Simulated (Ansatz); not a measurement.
## SnO under changes of volume

One of the cells (17.769 Å³/atom); the others are scaled copies at fixed shape and fractional positions:

```
Sn O
1.0
     3.81370    0.00000    0.00000
     0.00000    3.81370    0.00000
     0.00000    0.00000    4.88691
Sn O
2 2
Direct
  0.50000 0.00000 0.76463
  0.00000 0.50000 0.23537
  0.00000 0.00000 0.00000
  0.50000 0.50000 0.00000
```

The cell is a database's computed one.

- Program: Ansatz 0.2.0
- Functional: r2SCAN
- Potentials or basis: Ansatz PAW
- Cutoff: 500 eV (not typed: the program's choice for these potentials)
- k mesh: 7 × 7 × 6
- Occupations: fermi-dirac, width 0.05 eV
- Spin: no spin polarisation

| volume (Å³/atom) | energy over the lowest point (meV/atom) | pressure (GPa) | gap on the mesh (eV) | largest force (eV/Å) |
| --- | --- | --- | --- | --- |
| 16.703 | ? | ? | ? | ? |
| 17.058 | 7.19 | 3.8 | 0.32 | 0.474 |
| 17.414 | 1.21 | 1.6 | 0.41 | 0.160 |
| 17.769 | 0.00 | -0.5 | 0.50 | 0.130 |
| 18.125 | 3.07 | -2.3 | 0.58 | 0.399 |
| 18.480 | 9.98 | -3.9 | 0.66 | 0.649 |
| 18.835 | 20.33 | -5.4 | 0.73 | 0.882 |

Question: What does the run at 16.703 Å³/atom give?

Answer: Energy over the lowest point 18.49 meV/atom; pressure 6.4 GPa; gap on the mesh 0.23 eV; largest force 0.813 eV/Å.

Worked out: A Birch-Murnaghan fit of order 3 (a polynomial in V^(-2/3)) to the other rows has its minimum at 17.69 Å³/atom with B0 = V·E''(V) = 98 GPa and B' = 4.3 at fixed shape and positions, which overstates the stiffness. It gives 18.45 meV/atom at 16.703 Å³/atom, against the run's 18.49, and -dE/dV = 6.4 GPa, against 6.4. A straight line through the other rows of the gap, of slope 4.15 eV per unit of ln V, extrapolates to 0.24 eV, against the run's 0.23.

Energies are extrapolated to zero smearing.

Caveats: odd divisions of the mesh miss points on the zone boundary, where band edges often lie, so the gap on the mesh can be too wide; spin-orbit coupling is left out, which moves the levels of the heavy elements; the PAW data sets come from PBE, with cores solved anew for the run's functional, which leaves a small shift of forces and pressure.

A mesh can miss the band edges.
